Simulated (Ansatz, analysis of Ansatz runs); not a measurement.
# Migration in LaOF (R-3m): V_O hop (2.9 Å), charge +2, part 2 of 2

Aim: the barrier of one jump in LaOF (R-3m) at charge +2: V_O hop (2.9 Å). The model is a cell of 36 host atoms with 1 O taken out; O is the atom that moves.

Ansatz 0.2.0; plane-wave PAW DFT, PBEsol; nudged elastic band between two relaxed defect structures at fixed charge in a uniform background.

So far, barrier forward (eV): step 4 (nudged elastic band, charge +2, PBEsol) 0.559; step 6 (barrier from single points, HSE06) 0.593.

### 7. Single point at the top of the path, PBEsol

A single point at the top of the band gives the levels near the gap and the populations there.

This step: plane-wave PAW DFT, PBEsol; single point of a defect supercell on a structure of the PBEsol path.

File qp2.top.probe/input.yaml:

```yaml
crystal:
  lattice:
    - [-4.01323028, 6.95111876, 0.0]
    - [-12.03969085, 0.0, 0.0]
    - [-2.00661514, 1.15851979, 6.68937331]
  atoms:
    - { symbol: La, position: [0.1389358, 0.07926816, 0.2243509] }
    - { symbol: La, position: [0.36929504, 0.24875095, 0.77663868] }
[... 3 atom lines left out ...]
    - { symbol: F, position: [0.41614452, 0.30699667, 0.39570459] }
[... 1 atom line left out ...]
    - { symbol: La, position: [0.3547287, 0.5938956, 0.7409157] }
    - { symbol: O, position: [0.18553118, 0.46356119, 0.87386833] }
    - { symbol: O, position: [0.50101955, 0.50411056, -0.00059178] }
[... 1 atom line left out ...]
    - { symbol: F, position: [0.42588248, 0.61837463, 0.37229906] }
[... 2 atom lines left out ...]
    - { symbol: O, position: [0.18399135, 0.79120595, 0.86906248] }
[... 6 atom lines left out ...]
    - { symbol: O, position: [0.81721898, 0.20826984, 0.12670338] }
[... 2 atom lines left out ...]
    - { symbol: La, position: [0.64686149, 0.40448941, 0.25698997] }
    - { symbol: La, position: [0.87267091, 0.58808249, 0.77594952] }
    - { symbol: O, position: [0.81800888, 0.53413986, 0.12544682] }
    - { symbol: F, position: [0.57771862, 0.38039692, 0.62756581] }
[... 5 atom lines left out ...]
    - { symbol: F, position: [0.58585447, 0.69226354, 0.60212728] }
    - { symbol: F, position: [0.94116485, 0.95580346, 0.3801006] }
total_charge: 2
basis:
  ecutwfc: 420
  xc_grid: 2
hamiltonian:
  xc: pbesol
kpoints:
  mp_grid: { grid: [1, 1, 1] }
scf:
  occupations: { method: fixed }
  max_iter: 60
output:
  forces: true
  eigenvalues: true
  eigenstates: { localisation: true }
  populations: true
  write_density: true
  write_potential: true
  volumetric_format: npy
  elf: true
checkpoint:
  write: "../qp2.top.probe.run"
  compress: false
  write_wavefunctions: false
  write_every: 100000
```

On the command line:

```console
$ ansatz run input.yaml --threads 4 --pin off --max-ram 7536MiB --backend cpu --events-out ev --progress --plain --runs-dir out
```

The job ended after 10 s (4 threads of Arm Neoverse V1, shared host; peak memory 0.7 GiB).

This step gave:

* free energy: -89803.4014 eV

From eigenstates.tsv, first k-point; energies on the run's zero. The participation number counts the atoms that a state is spread over, of 35; bands count from 0.

```
spin  band  energy (eV)  occupation  participation  largest share on  share
both   134        7.871        2.00           11.3               O10   0.21
both   135        7.894        2.00            9.9                O3   0.18
both   136        7.903        2.00           10.6               O33   0.17
both   137        8.120        2.00            8.6               O16   0.17
both   138        8.155        2.00            4.6               O10   0.42
both   139        8.260        2.00            3.3               O10   0.53
both   140       12.336        0.00           21.4               O10   0.08
both   141       12.759        0.00           20.9              La20   0.09
both   142       12.835        0.00           20.8              La26   0.08
both   143       12.944        0.00           19.5              La19   0.09
both   144       13.151        0.00           16.8               La7   0.12
```

Under PBEsol at the zone centre alone, the highest filled state is spread over 3 of 35 atoms, and the lowest empty one, 4.08 eV above it, is spread over 21 of 35 atoms.

Valence electrons by atom (Löwdin), nearest atoms first, with the excess over far atoms of the same element, which can also hold differences between inequivalent host sites (the log counts sites from 0):

```
atom  distance from the centre (Å)  electrons  excess
 O10                          0.05      6.498  -0.005
 La8                          2.17     10.028   0.103
La25                          2.17     10.029   0.104
 F28                          3.12      7.380   0.007
 F12                          3.12      7.378   0.005
  O9                          3.16      6.514   0.012
 O27                          3.17      6.510   0.008
 O15                          3.19      6.524   0.022
```

Valence density in the bc plane at fractional x = 0.500, through the centre, with atoms of O and F within 0.45 Å of it. It is the smooth field of the valence electrons, not physical close to the nuclei.

Ten steps, logarithmic in the rise over the least value, from '0' (0.0 e/Å³) to '9' (6.7 e/Å³), each cell a mean:
```
0001122110000025898631000011221000
0001223221000013576531000012332100
0001234432000012344321000013444310
1111245543111111244431111123555421
2332245554223432345542222223566532
4665334554335664345543345423455543
5887423443236775334443467642244433
4787521222124675322322357642122222
2566421122112343211211235532112221
1233211234321122112332112221124442
2112111356542222124564211111136775
3223322357753333334787422232236897
4345542246653345434677533444335786
3345554223433345433455423455433454
1245554211111244432222223455532222
0134554210000134432111011345432100
0012333210000134554210000233321000
0001222100000136886410000122221000
0001122100000136998521000011211000
```
Columns run along b (12.0 Å), rows up along c (7.1 Å). Atoms in or near the plane, at fractional coordinates: O at (0.50, 0.00), F at (0.95, 0.39), F at (0.05, 0.61).

Electrostatic potential energy in the bc plane at fractional x = 0.500, through the centre, with atoms of O and F within 0.45 Å of it. With pseudopotentials it is smooth inside the atoms' cores, unlike the true potential.

Ten even steps from '0' (-17 eV) to '9' (14 eV), each cell a mean:
```
9999999999999997100699999999999999
9999887889999999744899999988778899
9998765568999999877899999987545789
9998742136899998765678999986311478
9998741015789998753357899986300268
8658863225787468753247888987511258
7103886556886117865457863698754568
8301898778898537887678873489887788
9856999999999989998888998899998899
9999999999999989999999999999999899
9988899985688878899768998888995138
8876678972378766788304887767894004
8753357886577643578513887544687315
8741025799998642368877886311478888
9752015789998754468999987410368999
9875335789999877778999998643468999
9987667899999998779999999876778999
9999888999999995005999999988889999
9999999999999994000799999999999999
```
Columns run along b (12.0 Å; values clipped at the 3rd and 97th percentile), rows up along c (7.1 Å). Atoms in or near the plane, at fractional coordinates: O at (0.50, 0.00), F at (0.95, 0.39), F at (0.05, 0.61).

ELF in the bc plane at fractional x = 0.500, through the centre, with atoms of O and F within 0.45 Å of it. It is the smooth field of the valence electrons, not physical close to the nuclei.

Ten even steps from '0' (0.01) to '9' (0.81), each cell a mean:
```
0000000000000269979973000000000000
0000011100000026899852000000111000
0000134431000001244320000002444200
0100268874001200134320000014788620
3541169986125641278851134104899841
6996238996138984269972378622799841
7999514774138997227862389951278731
6999820111026998302321379972012211
2799720011002676200000158862001100
0144300366410011002442013320037762
2000000589851011016997300000059997
4134420489962255216999611342049999
4269972169962489723899613787316999
2269996125641489841488513899722687
0158986201210256641134202688840132
0025664200000012321000001356530000
0001221100000136775300000122210000
0000011000000379999730000001110000
0000000000000389758962000000000000
```
Columns run along b (12.0 Å), rows up along c (7.1 Å). Atoms in or near the plane, at fractional coordinates: O at (0.50, 0.00), F at (0.95, 0.39), F at (0.05, 0.61).

The distance between the highest filled and the lowest empty level goes from 3.75 eV at the start to 4.08 eV at the top.

### 8. Outcome

| Item | Value |
| --- | --- |
| barrier forward | 0.56 eV |
| barrier backward | 0.56 eV |
| end less start | 0.00 eV |
| hop length | 2.47 Å |
| band iterations, as the log counts them | 7 |
| barrier from single points, HSE06 | 0.59 eV |

**Reading.** The top of the band lies 0.56 eV above the start and 0.56 eV above the end, which are alike in energy and neighbours. With an assumed prefactor of 1e13 per second it gives one hop a second along this one path at about 220 K; whether such hops link up through the crystal wasn't checked. At the top O10 stands 2.17 Å from its nearest La, 0.16 Å closer than at the start. Across functionals on this path (PBEsol 0.559 and HSE06 0.593 eV) the forward values spread by 0.034 eV. The order of the top as a saddle was not checked for all atoms, so a bent path could be lower. No image-charge correction is applied; it largely cancels along a path if the charge stays localised alike. Limits: sampling at the zone centre alone can move energies of charged and open-shell states by tenths of an eV or more in cells of this size; periodic copies of the defect are only 7.1 Å apart; spin–orbit coupling, which can matter with heavy atoms, is left out.

[Logs are printed without paths, hosts, clocks, repeated set-up lines and the standing remarks that a program may print on its own settings, such as how far it seeks lower states.]

[Hosts, paths, dates, database ids (printed as entryN), source tags and the programs' standing remarks are cut or masked in the printed files.]
